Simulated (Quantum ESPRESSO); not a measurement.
# MgS (Niningerite) (Fm-3m) in Quantum ESPRESSO: further runs, part 3 of 4

Quantum ESPRESSO 7.5. The steps go on from the part before.

## (4) Energy-loss spectrum, PBEsol

Input file pw.in:

```
&CONTROL
  calculation = 'scf'
  prefix = 'pwscf'
  outdir = './tmp'
  pseudo_dir = './pseudo'
  tprnfor = .true.
  tstress = .true.
  disk_io = 'low'
/
&SYSTEM
  ibrav = 0
  nat = 2
  ntyp = 2
  ecutwfc = 45
  ecutrho = 360
  nbnd = 14
  input_dft = 'pbesol'
  occupations = 'smearing'
  smearing = 'fd'
  degauss = 0.00367493
/
&ELECTRONS
  conv_thr = 4d-10
  electron_maxstep = 120
  mixing_beta = 0.5
/
ATOMIC_SPECIES
S     32.0600 s_pbe_v1.4.uspp.F.UPF
Mg    24.3050 mg_pbe_v1.4.uspp.F.UPF
CELL_PARAMETERS angstrom
   0.0000000000    2.6016500000    2.6016500000
   2.6016500000    0.0000000000    2.6016500000
   2.6016500000    2.6016500000    0.0000000000
ATOMIC_POSITIONS crystal
S      0.5000000000    0.5000000000    0.5000000000
Mg     0.0000000000    0.0000000000    0.0000000000
K_POINTS automatic
4 4 4 1 1 1
```

Input file scf2.in:

```
&CONTROL
  calculation = 'scf'
  prefix = 'pwscf'
  outdir = './tmp'
  pseudo_dir = './pseudo'
  tprnfor = .true.
  tstress = .true.
  disk_io = 'low'
/
&SYSTEM
  ibrav = 0
  nat = 2
  ntyp = 2
  ecutwfc = 45
  ecutrho = 360
  nbnd = 14
  input_dft = 'pbesol'
  occupations = 'fixed'
/
&ELECTRONS
  conv_thr = 1d-11
  electron_maxstep = 120
  mixing_beta = 0.5
  startingpot = 'file'
  startingwfc = 'file'
/
ATOMIC_SPECIES
S     32.0600 s_pbe_v1.4.uspp.F.UPF
Mg    24.3050 mg_pbe_v1.4.uspp.F.UPF
CELL_PARAMETERS angstrom
   0.0000000000    2.6016500000    2.6016500000
   2.6016500000    0.0000000000    2.6016500000
   2.6016500000    2.6016500000    0.0000000000
ATOMIC_POSITIONS crystal
S      0.5000000000    0.5000000000    0.5000000000
Mg     0.0000000000    0.0000000000    0.0000000000
K_POINTS automatic
4 4 4 1 1 1
```

Input file eels.in:

```
&LR_INPUT
  prefix = 'pwscf'
  outdir = './tmp'
  restart_step = 5000
  restart = .false.
/
&LR_CONTROL
  calculator = 'lanczos'
  approximation = 'RPA_with_CLFE'
  q1 = 0.02070327288
  q2 = 0.02070327288
  q3 = 0
  itermax = 600
/
```

Input file spectrum.in:

```
&LR_INPUT
  prefix = 'pwscf'
  outdir = './tmp'
  eels = .true.
  itermax0 = 600
  itermax = 20000
  extrapolation = 'osc'
  epsil = 0.05
  units = 1
  start = 0
  end = 40
  increment = 0.2
/
```

Input file spectrum_short.in:

```
&LR_INPUT
  prefix = 'pwscf'
  outdir = './tmp'
  eels = .true.
  itermax0 = 400
  itermax = 20000
  extrapolation = 'osc'
  epsil = 0.05
  units = 1
  start = 0
  end = 40
  increment = 0.2
/
```

Potentials or basis: GBRV 1.5 PBE.

Command:

```console
$ OMP_NUM_THREADS=1 pw.x -in pw.in > pw.out
$ OMP_NUM_THREADS=1 pw.x -in scf2.in > scf2.out
$ OMP_NUM_THREADS=1 turbo_eels.x -in eels.in > eels.out
$ OMP_NUM_THREADS=1 turbo_spectrum.x -in spectrum.in > spectrum.out
$ OMP_NUM_THREADS=1 turbo_spectrum.x -in spectrum_short.in > spectrum_short.out
```

pw.out:

```text
This program is part of the open-source Quantum ESPRESSO suite
     for quantum simulation of materials; please cite
         "P. Giannozzi et al., J. Phys.:Condens. Matter 21 395502 (2009);
         "P. Giannozzi et al., J. Phys.:Condens. Matter 29 465901 (2017);
         "P. Giannozzi et al., J. Chem. Phys. 152 154105 (2020);
     in publications or presentations arising from this work. More details at

     IMPORTANT: XC functional enforced from input :
     Exchange-correlation= PBESOL
                           (   1   4  10   8   0   0   0)
     Any further DFT definition will be discarded
     Please, verify this is what you really want

     Message from routine setup:
     using ibrav=0 with symmetry is DISCOURAGED, use correct ibrav instead

     G-vector sticks info
     --------------------
     sticks:   dense  smooth     PW     G-vecs:    dense   smooth      PW
     Sum        1189     595    187                27317     9721    1687

     Using Slab Decomposition

     bravais-lattice index     =            0
     lattice parameter (alat)  =       6.9528  a.u.
     unit-cell volume          =     237.6694 (a.u.)^3
     number of atoms/cell      =            2
     number of atomic types    =            2
     number of electrons       =        16.00
     number of Kohn-Sham states=           14
     kinetic-energy cutoff     =      45.0000  Ry
     charge density cutoff     =     360.0000  Ry
     scf convergence threshold =      4.0E-10
     mixing beta               =       0.5000
     number of iterations used =            8  plain     mixing
     Exchange-correlation= PBESOL
                           (   1   4  10   8   0   0   0)

     celldm(1)=   6.952848  celldm(2)=   0.000000  celldm(3)=   0.000000
     celldm(4)=   0.000000  celldm(5)=   0.000000  celldm(6)=   0.000000

     crystal axes: (cart. coord. in units of alat)
               a(1) = (   0.000000   0.707107   0.707107 )
               a(2) = (   0.707107   0.000000   0.707107 )
               a(3) = (   0.707107   0.707107   0.000000 )

     reciprocal axes: (cart. coord. in units 2 pi/alat)
               b(1) = ( -0.707107  0.707107  0.707107 )
               b(2) = (  0.707107 -0.707107  0.707107 )
               b(3) = (  0.707107  0.707107 -0.707107 )

     PseudoPot. # 1 for S  read from file:
     s_pbe_v1.4.uspp.F.UPF
     Pseudo is Ultrasoft + core correction, Zval =  6.0
     Generated by new atomic code, or converted to UPF format
     Using radial grid of  907 points,  6 beta functions with:
                l(1) =   0
                l(2) =   0
                l(3) =   1
                l(4) =   1
                l(5) =   2
                l(6) =   2
     Q(r) pseudized with  8 coefficients,  rinner =    1.300   1.300   1.300
                                                       1.300   1.300

     PseudoPot. # 2 for Mg read from file:
     mg_pbe_v1.4.uspp.F.UPF
     Pseudo is Ultrasoft, Zval = 10.0
     Generated by new atomic code, or converted to UPF format
     Using radial grid of  821 points,  7 beta functions with:
                l(1) =   0
                l(2) =   0
                l(3) =   0
                l(4) =   1
                l(5) =   1
                l(6) =   2
                l(7) =   2
     Q(r) pseudized with  8 coefficients,  rinner =    1.200   1.200   1.200
                                                       1.200   1.200

     atomic species   valence    mass     pseudopotential
     S                 6.00    32.06000     S ( 1.00)
     Mg               10.00    24.30500     Mg( 1.00)

     48 Sym. Ops., with inversion, found

   Cartesian axes

     site n.     atom                  positions (alat units)
         1        S      tau(   1) = (   0.7071068   0.7071068   0.7071068  )
         2        Mg     tau(   2) = (   0.0000000   0.0000000   0.0000000  )

     number of k points=    10  Fermi-Dirac smearing, width (Ry)=  0.0037
                       cart. coord. in units 2pi/alat
        k(    1) = (   0.0883883   0.0883883   0.0883883), wk =   0.0625000
        k(    2) = (   0.2651650   0.2651650  -0.0883883), wk =   0.1875000
        k(    3) = (  -0.2651650  -0.2651650   0.4419417), wk =   0.1875000
        k(    4) = (  -0.0883883  -0.0883883   0.2651650), wk =   0.1875000
        k(    5) = (   0.4419417   0.0883883   0.0883883), wk =   0.1875000
        k(    6) = (  -0.0883883  -0.4419417   0.6187184), wk =   0.3750000
        k(    7) = (   0.0883883  -0.2651650   0.4419417), wk =   0.3750000
        k(    8) = (  -0.6187184   0.0883883   0.0883883), wk =   0.1875000
        k(    9) = (   0.2651650   0.2651650   0.2651650), wk =   0.0625000
        k(   10) = (  -0.2651650  -0.2651650   0.7954951), wk =   0.1875000

     Dense  grid:    27317 G-vectors     FFT dimensions: (  45,  45,  45)

     Smooth grid:     9721 G-vectors     FFT dimensions: (  30,  30,  30)

     Initial potential from superposition of free atoms

     starting charge      15.6997, renormalised to      16.0000
     Starting wfcs are    9 randomized atomic wfcs +    5 random wfcs

     Self-consistent Calculation

     iteration #  1     ecut=    45.00 Ry     beta= 0.50
     Davidson diagonalization with overlap
     ethr =  1.00E-02,  avg # of iterations =  6.9

     total energy              =    -149.22988515 Ry
     estimated scf accuracy    <       0.16342950 Ry

     iteration #  2     ecut=    45.00 Ry     beta= 0.50
     Davidson diagonalization with overlap
     ethr =  1.02E-03,  avg # of iterations =  2.0

     total energy              =    -149.25569719 Ry
     estimated scf accuracy    <       0.00841282 Ry

     iteration #  3     ecut=    45.00 Ry     beta= 0.50
     Davidson diagonalization with overlap
     ethr =  5.26E-05,  avg # of iterations =  4.6

     total energy              =    -149.25575262 Ry
     estimated scf accuracy    <       0.00131793 Ry

     iteration #  4     ecut=    45.00 Ry     beta= 0.50
     Davidson diagonalization with overlap
     ethr =  8.24E-06,  avg # of iterations =  2.8

     total energy              =    -149.25582875 Ry
     estimated scf accuracy    <       0.00004327 Ry

     iteration #  5     ecut=    45.00 Ry     beta= 0.50
     Davidson diagonalization with overlap
     ethr =  2.70E-07,  avg # of iterations =  2.9

     total energy              =    -149.25583460 Ry
     estimated scf accuracy    <       0.00000085 Ry

     iteration #  6     ecut=    45.00 Ry     beta= 0.50
     Davidson diagonalization with overlap
     ethr =  5.30E-09,  avg # of iterations =  3.8

     total energy              =    -149.25583513 Ry
     estimated scf accuracy    <       0.00000008 Ry

     iteration #  7     ecut=    45.00 Ry     beta= 0.50
     Davidson diagonalization with overlap
     ethr =  4.85E-10,  avg # of iterations =  2.0

     total energy              =    -149.25583514 Ry
     estimated scf accuracy    <          3.2E-09 Ry

     iteration #  8     ecut=    45.00 Ry     beta= 0.50
     Davidson diagonalization with overlap
     ethr =  2.03E-11,  avg # of iterations =  2.6

     End of self-consistent calculation

          k = 0.0884 0.0884 0.0884 (  1218 PWs)   bands (ev):

   -68.2516 -35.0160 -35.0152 -35.0152  -6.3621   5.1171   6.0876   6.0876
    10.5708  13.6777  14.2469  14.2469  15.7792  15.7792

          k = 0.2652 0.2652-0.0884 (  1212 PWs)   bands (ev):

   -68.2515 -35.0193 -35.0164 -35.0155  -5.6697   2.8225   4.9640   5.8532
    11.7154  13.2431  13.7431  14.2036  15.9463  18.7774

          k =-0.2652-0.2652 0.4419 (  1209 PWs)   bands (ev):

   -68.2513 -35.0214 -35.0165 -35.0162  -5.1438   1.5367   4.9357   5.3887
    11.2129  12.4013  13.5642  16.1270  18.0535  19.8827

          k =-0.0884-0.0884 0.2652 (  1225 PWs)   bands (ev):

   -68.2515 -35.0177 -35.0158 -35.0157  -5.9858   3.8307   5.5706   5.6232
    11.5635  12.8661  13.4995  14.8601  15.8440  17.0779

          k = 0.4419 0.0884 0.0884 (  1223 PWs)   bands (ev):

   -68.2514 -35.0196 -35.0169 -35.0167  -5.3826   2.7403   4.6903   4.9755
    10.5735  11.7262  14.6745  15.9022  17.7515  19.0100

          k =-0.0884-0.4419 0.6187 (  1208 PWs)   bands (ev):

   -68.2513 -35.0201 -35.0186 -35.0172  -4.8475   2.3681   3.3173   4.4170
    10.8079  12.9564  14.3823  15.7864  18.6941  20.3702

          k = 0.0884-0.2652 0.4419 (  1212 PWs)   bands (ev):

   -68.2513 -35.0203 -35.0174 -35.0163  -5.1967   2.2227   4.1627   5.1851
    11.7173  12.4479  13.8715  15.0754  17.7096  20.3103

          k =-0.6187 0.0884 0.0884 (  1209 PWs)   bands (ev):

   -68.2513 -35.0207 -35.0179 -35.0173  -4.8855   2.1439   4.0088   4.6179
     9.4659  11.1404  16.8237  17.0493  19.0265  20.6005

          k = 0.2652 0.2652 0.2652 (  1209 PWs)   bands (ev):

   -68.2514 -35.0208 -35.0158 -35.0158  -5.4401   1.8797   5.6663   5.6663
    10.7153  13.2345  13.2345  15.8888  17.6181  18.2676

          k =-0.2652-0.2652 0.7955 (  1200 PWs)   bands (ev):

   -68.2513 -35.0204 -35.0183 -35.0164  -4.9703   2.0544   3.4991   5.1900
    10.9019  13.4910  14.4502  15.3222  18.2855  18.3429

     the Fermi energy is     7.7631 ev

!    total energy              =    -149.25583514 Ry
     estimated scf accuracy    <          2.0E-11 Ry
     smearing contrib. (-TS)   =      -0.00000000 Ry
     internal energy E=F+TS    =    -149.25583514 Ry

     The total energy is F=E-TS. E is the sum of the following terms:
     one-electron contribution =     -98.49699778 Ry
     hartree contribution      =      51.03260107 Ry
     xc contribution           =     -25.07796191 Ry
     ewald contribution        =     -76.71347653 Ry

     convergence has been achieved in   8 iterations

     Forces acting on atoms (cartesian axes, Ry/au):

     atom    1 type  1   force =    -0.00000000   -0.00000000    0.00000000
     atom    2 type  2   force =     0.00000000    0.00000000   -0.00000000

     Total force =     0.000000     Total SCF correction =     0.000000

     Computing stress (Cartesian axis) and pressure

          total   stress  (Ry/bohr**3)                   (kbar)     P=       -9.86
  -0.00006699  -0.00000000  -0.00000000           -9.86       -0.00       -0.00
  -0.00000000  -0.00006699  -0.00000000           -0.00       -9.86       -0.00
  -0.00000000  -0.00000000  -0.00006699           -0.00       -0.00       -9.86

=------------------------------------------------------------------------------=
   JOB DONE.
=------------------------------------------------------------------------------=
```

Wall time 11 min (1 thread of Intel Xeon Platinum 8375C at 2.90GHz (Ice Lake), shared host); peak memory 0.27 GiB.

Results:

```yaml
Free_energy: -2030.7291 eV
Pressure: -1.0 GPa
Peak_of_the_energy-loss_function: 17.6 eV
```

Levels at points of the mesh, in eV from the valence-band top:
| k point | band 6 | band 7 | band 8 | band 9 | band 10 | band 11 |
| --- | --- | --- | --- | --- | --- | --- |
| (0.12, 0.12, 0.12) | -0.97 | 0.00 | 0.00 | 4.48 | 7.59 | 8.16 |

Energy-loss function at q = [0.03536, 0.03536, 0.0] (Å⁻¹, cartesian):
```tsv
energy (eV)	loss
0.0	0.000
1.8	0.009
3.4	0.023
5.2	0.071
7.0	0.152
8.6	0.212
10.4	0.331
12.2	0.459
13.8	0.716
15.6	1.415
17.4	2.345
19.0	1.869
20.8	1.341
22.4	0.878
24.2	0.636
26.0	0.476
27.6	0.370
29.4	0.255
31.2	0.164
32.8	0.104
34.6	0.073
36.4	0.047
38.0	0.035
39.8	0.027
```

Caveat: the potentials were made for another functional, which shifts forces and pressure.

[end of part 3 of 4]
